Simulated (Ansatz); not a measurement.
# C: opening a crack plane

C, P6_3/mmc, a = 2.518 Å, c = 8.305 Å. Ansatz: PBE, PAW, 420 eV, Γ-centred 10×10×2 mesh on 16 atoms, Gaussian smearing 0.05 eV; no spin polarisation. One cut on (001) per cell of 16 atoms is opened rigidly by x, between planes of C and C that stand 1.57 Å apart; y is the energy per area (5.491 Å², 1 eV/Å² = 16.02 J/m²).

| x (Å) | y (J/m²) |
| --- | --- |
| 0.00 | 0.000 |
| 0.25 | 1.396 |
| 0.50 | 3.881 |
| 0.75 | ? |
| 1.00 | 8.415 |
| 1.50 | 11.409 |
| 2.00 | 13.133 |
| 3.00 | 14.420 |
| 6.00 | 14.593 |

Question: Fit the universal binding curve y = W[1 − (1 + x/l) e^(−x/l)] to the other rows, give the peak stress, and predict the missing value.

Answer: Least squares gives W = 14.6 J/m² and l = 0.513 Å. The stress dy/dx peaks at x = l with W/(e l) = 104.7 GPa, for rigid faces. At x = 0.75: x/l = 1.462, y = 6.269 J/m². The run gave 6.323 J/m², so the fit is 0.054 J/m² too low, within the rms miss on the fitted rows (0.101 J/m²).

Cost: 11 runs of about 2 core-minutes in all, on Intel Xeon Platinum 8488C (Sapphire Rapids) (shared hosts).

The energy rises steeply over the first ångström of opening and is almost flat beyond 3.00 Å, as expected when short-range covalent bonds are cut rather than a weakly bound layer gap. The 1.57 Å plane spacing and the cell shape suggest a hexagonal polytype of diamond, with the cut crossing σ bonds that lie along the axis. Strong, directional sp³ overlap that decays quickly with distance accounts for both the large work of separation and the high peak stress.

The fit predicts the withheld point well, but its misses are not random: it lies below the computed energies at 0.25 and 0.50 Å, above them at 1.00 and 1.50 Å, and below again at 3.00 Å. A single decay length therefore captures the overall scale of bond breaking but not its exact shape, and the peak stress carries some dependence on the chosen form. The separated faces hold half-filled dangling bonds, which spin polarisation could stabilise, so the plateau is probably somewhat too high even for unrelaxed surfaces.
